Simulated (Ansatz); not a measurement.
Runs of Ansatz 0.2.0 on TaS2. The structure is trigonal, space group P-3m1 (No. 164). Conventional cell: a = 3.350 Å, b = 3.350 Å, c = 5.860 Å, α = 90.00°, β = 90.00°, γ = 120.00°. Ta (site symmetry -3m) is surrounded by 6 S at 2.43 Å. Around S (site symmetry 3m) lie 3 Ta at 2.43 Å. 

```tsv
task	level	potentials or basis	cell	points for each segment of the path	gap on the mesh (eV)	pressure (GPa)	V0 of scaled cells (Å³/atom)	B0 (GPa)
relaxation of cell and atoms	revPBE	Ansatz PAW	relaxed	-	none	0.0	-	-
band structure	PBE	Ansatz PAW polarizable	as given	14	none	9.2	-	-
equation of state	PBEsol+D4	Ansatz PAW	as given	-	-	-	19.38	(a)
equation of state	PBE+D3(BJ)	Ansatz PAW	as given	-	-	-	19.74	(b)
```

Alike in all rows: no spin polarisation; k mesh 9 × 9 × 5; cutoff (eV) 420; smearing fermi-dirac 0.05 eV.

**Question.** Estimate the missing entries.

**Answer.** (a) 136; (b) 130.

Caveats: the cell was scaled at fixed shape and fractional positions, which overstates the stiffness of a crystal with free parameters, most of all of layers and chains (some runs); the volume moved by over 15 % at a fixed basis, so the end points are rough (some runs); the plane-wave basis is chosen anew once the cell has moved, so the energies of steps on either side of that aren't comparable (some runs); this functional lacks dispersion, which binds the layers, so the pressure and a relaxed spacing across them are unreliable, and here the layers came unbound (some runs); the volume moved by +48 % from the deposited cell, more than functionals usually miss (some runs); the PAW data sets come from PBE, with cores solved anew for the run's functional, which leaves a small shift of forces and pressure (some runs); spin-orbit coupling is left out, which moves the levels of the heavy elements (some runs).

A k mesh can miss the band edges, and the runs leave out spin-orbit coupling on Ta.

A gap of «none» marks a metal or a gap under the smearing width.
